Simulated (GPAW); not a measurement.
# Screening of a field by Zr2C(OH)2 MXene monolayer, part 2 of 2

How does Zr2C(OH)2 MXene monolayer screen a perpendicular field?

GPAW 26.7.0; GPAW, PAW setups; layer in a repeated cell with vacuum, relaxation of atoms and in-plane cell (the session's first sound run).

So far. Step 5 (Field on): The dipole is now -0.0694 e Å, against -2.5e-4 in the run without a field.

### 7. In a field

Level of this step: GPAW, PAW setups; slab in vacuum (GPAW).

Contents of run.py:

```python
import json
import numpy as np
from ase import Atoms
from gpaw import GPAW, PW
from gpaw.external import ConstantElectricField

slab = Atoms(
    ['H', 'O', 'Zr', 'C', 'Zr', 'O', 'H'],
    positions=[
        [-0.00000, 1.89192, 9.00000],
        [-0.00000, 1.89192, 9.97622],
        [1.63844, 0.94595, 11.33937],
        [-0.00000, 0.00000, 12.59094],
        [-0.00000, 1.89192, 13.84251],
        [1.63844, 0.94595, 15.20567],
        [1.63844, 0.94595, 16.18189]],
    cell=[[3.27688, -0.0, 0.0], [-1.63844, 2.83787, 0.0], [0.0, 0.0, 25.1819]],
    pbc=[True, True, False])

slab.calc = GPAW(mode=PW(500), xc='PBE', kpts={'size': (12, 12, 1), 'gamma': True},
                 occupations={'name': 'fermi-dirac', 'width': 0.05}, nbands='160%',
                 convergence={'density': 1e-05}, maxiter=200,
                 poissonsolver={'dipolelayer': 'xy'},
                 external=ConstantElectricField(0.05, [0, 0, 1]),
                 symmetry={'tolerance': 1e-3}, txt='slab.txt')
result = {}
energy = slab.get_potential_energy()
fermi = slab.calc.get_fermi_level()
v = slab.calc.get_electrostatic_potential().mean((0, 1)) - fermi
n = slab.calc.get_pseudo_density().mean((0, 1))
L = slab.cell[2, 2]
z = np.arange(len(v)) * L / len(v)
low, high = slab.positions[:, 2].min(), slab.positions[:, 2].max()
below, above = np.interp([low - 6.8, high + 6.8], z, v)
slopes = [np.interp(x, z, np.gradient(v, z)) for x in (low - 6.8, high + 6.8)]
eps = np.array([[slab.calc.get_eigenvalues(k, s) for k in range(len(slab.calc.get_ibz_k_points()))]
                for s in range(slab.calc.get_number_of_spins())]) - fermi
top, bottom = eps[eps < 0].max(), eps[eps > 0].min()
dipole = slab.get_dipole_moment()[2]
print(f'energy {energy:.4f} eV, Fermi level {fermi:.4f} eV, dipole {dipole:.5f} e A')
print(f'potential 6.8 A off the faces, from the Fermi level: lower {below:.4f} eV, upper {above:.4f} eV')
print(f'slope of the potential there: lower {slopes[0]:.5f}, upper {slopes[1]:.5f} eV/A')
print(f'nearest levels on the mesh: {top:.4f} and {bottom:.4f} eV')
print('magnetic moment', round(slab.get_magnetic_moment(), 3))
result.update(energy=energy, fermi=fermi, dipole=dipole, below=below, above=above, slopes=slopes, edges=[top, bottom],
              z=z.tolist(), v=v.tolist(), n=n.tolist(), positions=slab.positions.tolist(),
              forces=slab.get_forces(apply_constraint=False).tolist(), moments=slab.get_magnetic_moments().tolist())
json.dump(result, open('result.json', 'w'))
```

Command:

```console
$ OMP_NUM_THREADS=1 OPENBLAS_NUM_THREADS=1 python run.py
```

The log of the run:

```text
energy -50.4063 eV, Fermi level 1.5030 eV, dipole 0.03467 e A
potential 6.8 A off the faces, from the Fermi level: lower 2.4412 eV, upper 1.7669 eV
slope of the potential there: lower -0.00126, upper 0.00084 eV/A
nearest levels on the mesh: -0.0007 and 0.0065 eV
magnetic moment 0.0
```

Run time: 7.6 min. Hardware: 1 thread of Arm Neoverse V1, shared host; peak memory 0.69 GiB.

The electrostatic potential energy of an electron (without an applied field's), less the Fermi level, planar mean oscillates, so the rows of the table below give means over windows of 1.77 Å about each position, cut where the curve ends. Its maxima inside the range that stand out by 2 % of the span (Å: eV): 9.3: -0.115, 10.4: -5.81, 12.2: -7.66, 13.0: -7.70, 14.7: -6.04, 15.9: -0.467. Its minima: 9.0: -0.949, 10.0: -9.64, 11.4: -22.2, 12.6: -11.2, 13.8: -22.4, 15.2: -9.92, 16.2: -1.35.

Table of electrostatic potential energy of an electron (without an applied field's), less the Fermi level, planar mean by z; means over each step:

```tsv
z (Å)	electrostatic potential energy of an electron (without an applied field's), less the Fermi level, planar mean (eV)
0.89	2.41
2.66	2.44
4.43	2.42
6.20	2.29
7.97	1.31
9.74	-4.29
11.51	-14.3
13.28	-14.0
15.05	-7.15
16.82	0.235
18.59	1.59
20.36	1.75
22.13	1.77
23.90	1.77
```

### 8. In a field

Edit run.py of step 7 so:

```diff
@@ -23,3 +23,3 @@
                  poissonsolver={'dipolelayer': 'xy'},
-                 external=ConstantElectricField(0.05, [0, 0, 1]),
+                 external=ConstantElectricField(0.1, [0, 0, 1]),
                  symmetry={'tolerance': 1e-3}, txt='slab.txt')
```

The log of the run:

```text
energy -50.4089 eV, Fermi level 1.4990 eV, dipole 0.06942 e A
potential 6.8 A off the faces, from the Fermi level: lower 2.7883 eV, upper 1.4380 eV
slope of the potential there: lower -0.00166, upper 0.00074 eV/A
nearest levels on the mesh: -0.0009 and 0.0059 eV
magnetic moment 0.0
```

It took 8.3 min on 1 thread; peak memory 0.71 GiB.

The electrostatic potential energy of an electron (without an applied field's), less the Fermi level, planar mean oscillates, so the rows of the table below give means over windows of 1.77 Å about each position, cut where the curve ends. Its maxima inside the range that stand out by 2 % of the span (Å: eV): 0.6: 2.79, 9.3: 0.0606, 10.4: -5.70, 12.2: -7.64, 13.0: -7.72, 14.7: -6.15, 15.9: -0.645. Its minima: 9.0: -0.752, 10.0: -9.50, 11.4: -22.2, 12.6: -11.2, 13.8: -22.4, 15.2: -10.1, 16.2: -1.55.

Electrostatic potential energy of an electron (without an applied field's), less the Fermi level, planar mean against z; means over each step:

z (Å), electrostatic potential energy of an electron (without an applied field's), less the Fermi level, planar mean (eV) and a bar from the least value:
```
     0.89        2.7 ##############################
     2.66        2.8 ##############################
     4.43        2.8 ##############################
     6.20        2.6 ##############################
     7.97        1.6 ############################
     9.74       -4.1 ##################
    11.51      -14.3 
    13.28      -14.1 
    15.05       -7.3 ############
    16.82        0.0 #########################
    18.59        1.3 ###########################
    20.36        1.4 ############################
    22.13        1.4 ############################
    23.90        1.4 ############################
```

The dipole is now 0.0694 e Å, against -2.5e-4 in the run without a field.

### 9. Field on

Edit run.py of step 8 so:

```diff
@@ -23,3 +23,3 @@
                  poissonsolver={'dipolelayer': 'xy'},
-                 external=ConstantElectricField(0.1, [0, 0, 1]),
+                 external=ConstantElectricField(0.2, [0, 0, 1]),
                  symmetry={'tolerance': 1e-3}, txt='slab.txt')
```

The log of the run:

```text
energy -50.4194 eV, Fermi level 1.4822 eV, dipole 0.13929 e A
potential 6.8 A off the faces, from the Fermi level: lower 3.5062 eV, upper 0.7974 eV
slope of the potential there: lower -0.00325, upper 0.00068 eV/A
nearest levels on the mesh: -0.0012 and 0.0017 eV
magnetic moment 0.0
```

The job ended after 7.5 min (1 thread; peak memory 0.7 GiB).

The dipole is now 0.139 e Å, against -2.5e-4 in the run without a field.

### 10. Field on

Edit run.py of step 9 so:

```diff
@@ -23,3 +23,3 @@
                  poissonsolver={'dipolelayer': 'xy'},
-                 external=ConstantElectricField(0.2, [0, 0, 1]),
+                 external=ConstantElectricField(0.3, [0, 0, 1]),
                  symmetry={'tolerance': 1e-3}, txt='slab.txt')
```

The log of the run:

```text
energy -50.4370 eV, Fermi level 1.4503 eV, dipole 0.21047 e A
potential 6.8 A off the faces, from the Fermi level: lower 4.2709 eV, upper 0.1796 eV
slope of the potential there: lower -0.00713, upper 0.00081 eV/A
nearest levels on the mesh: -0.0019 and 0.0050 eV
magnetic moment 0.0
```

Wall time 7.9 min (1 thread); peak memory 0.69 GiB.

The electrostatic potential energy of an electron (without an applied field's), less the Fermi level, planar mean oscillates, so the rows of the table below give means over windows of 1 Å about each position, cut where the curve ends. Its maxima inside the range that stand out by 2 % of the span (Å: eV): 0.6: 4.28, 9.3: 0.749, 10.4: -5.26, 12.2: -7.57, 13.0: -7.79, 14.7: -6.61, 15.9: -1.36. Its minima: 9.0: 0.0219, 10.0: -8.96, 11.4: -21.9, 12.6: -11.2, 13.9: -22.7, 15.2: -10.6, 16.2: -2.35.

Table of electrostatic potential energy of an electron (without an applied field's), less the Fermi level, planar mean by z; means over each step:

```tsv
z (Å)	electrostatic potential energy of an electron (without an applied field's), less the Fermi level, planar mean (eV)
0	3.50
1	4.28
2	4.27
3	4.26
4	4.23
5	4.17
6	4.00
7	3.60
8	2.69
9	0.632
10	-5.74
11	-15.3
12	-11.5
13	-10.4
14	-18.2
15	-8.20
16	-2.15
17	-0.535
18	0.0138
19	0.137
20	0.169
21	0.177
22	0.179
23	0.180
24	0.180
25	0.558
```

The dipole is now 0.210 e Å, against -2.5e-4 in the run without a field.

### 11. The series

The members are put on one axis.

This step: induced dipole against applied field (GPAW 26.7.0).

The dipole along the normal by field:

```tsv
field (V/Å)	dipole along the normal (e·Å)
-0.200	-0.139
-0.100	-0.0694
-0.050	-0.0347
0.000	-2.5e-4
0.050	0.0347
0.100	0.0694
0.200	0.139
0.300	0.210
```

### 12. A changed run

One more run, with changed settings.

This step: GPAW, PAW setups; slab in vacuum (GPAW 26.7.0).

Edit run.py of step 10 so:

```diff
@@ -4,3 +4,2 @@
 from gpaw import GPAW, PW
-from gpaw.external import ConstantElectricField
 
@@ -19,7 +18,6 @@
 
-slab.calc = GPAW(mode=PW(500), xc='PBE', kpts={'size': (12, 12, 1), 'gamma': True},
+slab.calc = GPAW(mode=PW(500), xc='PBE', kpts={'size': (1, 1, 1), 'gamma': True},
                  occupations={'name': 'fermi-dirac', 'width': 0.05}, nbands='160%',
-                 convergence={'density': 1e-05}, maxiter=200,
+                 convergence={'density': 1e-05}, maxiter=100,
                  poissonsolver={'dipolelayer': 'xy'},
-                 external=ConstantElectricField(0.3, [0, 0, 1]),
                  symmetry={'tolerance': 1e-3}, txt='slab.txt')
```

The log of the run:

```text
energy -42.7496 eV, Fermi level 0.9547 eV, dipole -0.00024 e A
potential 6.8 A off the faces, from the Fermi level: lower 2.9940 eV, upper 2.9989 eV
slope of the potential there: lower -0.00052, upper 0.00052 eV/A
nearest levels on the mesh: -0.1451 and 0.1805 eV
magnetic moment 0.0
```

It took 9.8 s on 1 thread; peak memory 0.22 GiB.

The run finished. A setting was moved off its sound value on purpose, so it serves as a test and not as the result.

The fault put into the input: one k-point (kpts = [1, 1]).

The two runs compared:

```tsv
quantity	this run	sound run	difference
upper work function (eV)	2.9989	2.1040	0.895
lower work function (eV)	2.9940	2.0991	0.895
```

The two runs differ clearly in the lower work function: 2.99 eV against 2.10 eV.

### 13. Outcome

```
work function, both faces                      : 2.10 eV
dipole along the normal                        : -2.5e-4 e Å
induced dipole per field                       : 0.698 e Å per V/Å
out-of-plane polarisability per area, α/(ε0 A) : 13.6 Å
```

In words: The field induces 0.698 e Å per V/Å, a polarisable thickness α/(ε0 A) of 13.6 Å beside 7.18 Å between the outermost nuclei. A perfect conductor would give the distance between its two image planes; a dielectric of thickness t gives t(1 - 1/ε). The induced dipole is linear in the field over this range. The small printed dipole stands for a step of 4.8 meV from the lower to the upper face, and the probes find 4.9 meV; values this small are near the numerical noise of both. The layer's cell and atoms come from the relaxation; spin-orbit coupling and temperature are left out.

[Logs are printed without paths, hosts, clocks, repeated set-up lines and the standing remarks that a program may print on its own settings, such as how far it seeks lower states.]

[Hosts, paths, dates, database ids (printed as entryN), source tags and the programs' standing remarks are cut or masked in the printed files.]
